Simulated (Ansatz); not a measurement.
# In: the cost of one run

Program: Ansatz 0.2.0. Level of theory: DFT PBE, scalar-relativistic, plane waves, PAW. These are calculated values, not measurements.

This is In in the bcc structure; at room conditions it is tetragonal.

2 further runs of the same task are left out: 1 that didn't finish, 1 set aside as unsound or not needed.

## Step 1: The system as given

It takes space group Im-3m (No. 229, cubic). The conventional cell has a = 3.819 Å, b = 3.819 Å, c = 3.819 Å, α = 90.00°, β = 90.00°, γ = 90.00°. In (site symmetry m-3m) is surrounded by 8 In at 3.31 Å.

Structure file:

```cif
data_structure
_symmetry_space_group_name_H-M 'P 1'
_symmetry_Int_Tables_number 1
_cell_length_a 3.3076
_cell_length_b 3.3076
_cell_length_c 3.3076
_cell_angle_alpha 109.471
_cell_angle_beta 109.471
_cell_angle_gamma 109.471
_cell_volume 27.86
loop_
_atom_site_label
_atom_site_type_symbol
_atom_site_fract_x
_atom_site_fract_y
_atom_site_fract_z
_atom_site_occupancy
In1 In 0.00000 0.00000 0.00000 1
```

It goes back to an entry of the Materials Project, which need not be the stable form.

It is the result of an earlier relaxation at this level (volume 27.86 Å³/atom; gap on the mesh: none (metal)).

## Step 2: Bands, states and charges

Contents of input.yaml:

```yaml
crystal:
  lattice:
    - [-1.9096558415, 1.9096558415, 1.9096558415]
    - [1.9096558415, -1.9096558415, 1.9096558415]
    - [1.9096558415, 1.9096558415, -1.9096558415]
  atoms:
    - { symbol: In, position: [0.0, 0.0, 0.0] }
basis:
  ecutwfc: 420
kpoints:
  mp_grid: { grid: [16, 16, 16] }
  band_path:
    path:
      - [[0.0, 0.0, 0.0], [0.5, -0.5, 0.5], [0.0, 0.0, 0.5], [0.0, 0.0, 0.0], [0.25, 0.25, 0.25], [0.5, -0.5, 0.5]]
      - [[0.25, 0.25, 0.25], [0.0, 0.0, 0.5]]
    npoints: 14
hamiltonian:
  xc: pbe
scf:
  occupations: { method: gaussian, width: 0.1 }
  n_extra_bands: 6
output:
  forces: true
  stress: true
  eigenvalues: true
  populations: true
  dos: { projected: true, de: 0.02, nscf_kmesh: { grid: [24, 24, 24] } }
  bader: true
  write_density: true
  write_potential: true
  elf: true
  volumetric_format: npy
```

The run is started by

```sh
$ ansatz run input.yaml --threads 1 --pin off --max-ram 2560MiB --backend cpu --events-out ev --progress --plain --runs-dir out
```

Q: Estimate wall time and peak memory on 1 thread of Arm Neoverse V1, shared host.

About 13 s, with a peak of 0.33 GiB.
